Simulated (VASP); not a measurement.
The system is BAs.

```
As B
1.0
     0.00000    2.38850    2.38850
     2.38850    0.00000    2.38850
     2.38850    2.38850    0.00000
As B
1 1
Direct
  0.75000 0.75000 0.75000
  0.00000 0.00000 0.00000
```

Base run:

```yaml
Program: VASP 6.6.1
Functional: MS2
Potentials_or_basis: VASP PAW PBE potentials, release 64 (As, B)
Cutoff: 520 eV
k_mesh: 10 × 10 × 10
Occupations: fermi-dirac, width 0.05 eV
Spin: no spin polarisation
```

Its results: band gap on the k mesh 1.54 eV, indirect (least direct gap 3.90 eV).

Task: The run is repeated on the same cell with these changes: functional from MS2 to PBEsol; further incar settings from ALGO = Normal; EDIFF = 1e-06; NBANDS = 11 to ALGO = Normal; EDIFF = 1e-07. What comes out?

Result: Band gap on the k mesh 1.08 eV, indirect (least direct gap 3.24 eV).

Not every run made on this cell is shown here.
